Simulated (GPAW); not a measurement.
The system is Zn.

```
CELL_PARAMETERS angstrom
0.00000 1.96478 1.96478
1.96478 0.00000 1.96478
1.96478 1.96478 0.00000
ATOMIC_POSITIONS crystal
Zn 0.00000 0.00000 0.00000
```

This isn't the form of Zn at room conditions, which is hcp.

```yaml
Program: GPAW 26.7.0
Task: single point
Functional: PBE
Potentials_or_basis: GPAW PAW data sets (gpaw-data 1.2.1)
Cutoff: 600 eV
Basis: pw
k_mesh: 12 × 12 × 12
Occupations: fermi-dirac, width 0.05 eV
Spin: no spin polarisation
```

On this cell: pressure -0.5 GPa; band gap on the k mesh none (metal or under the smearing width).

The same run follows on a disturbed copy (cell strained at random at fixed volume):

```
Zn
1.0
     0.00399    2.00457    1.96702
     1.95665   -0.00432    1.97532
     1.92741    1.98363    0.02492
Zn
1
Direct
  0.97223 0.01156 0.01002
```

What does the disturbed cell give?

The energy (extrapolated to zero smearing) moves by +0.0 meV/atom; pressure -0.4 GPa; band gap on the k mesh none (metal or under the smearing width).

Stress tensor (GPa, compression positive):
```
-0.24 -0.65  0.57
-0.65 -0.99  0.46
 0.57  0.46  0.11
```
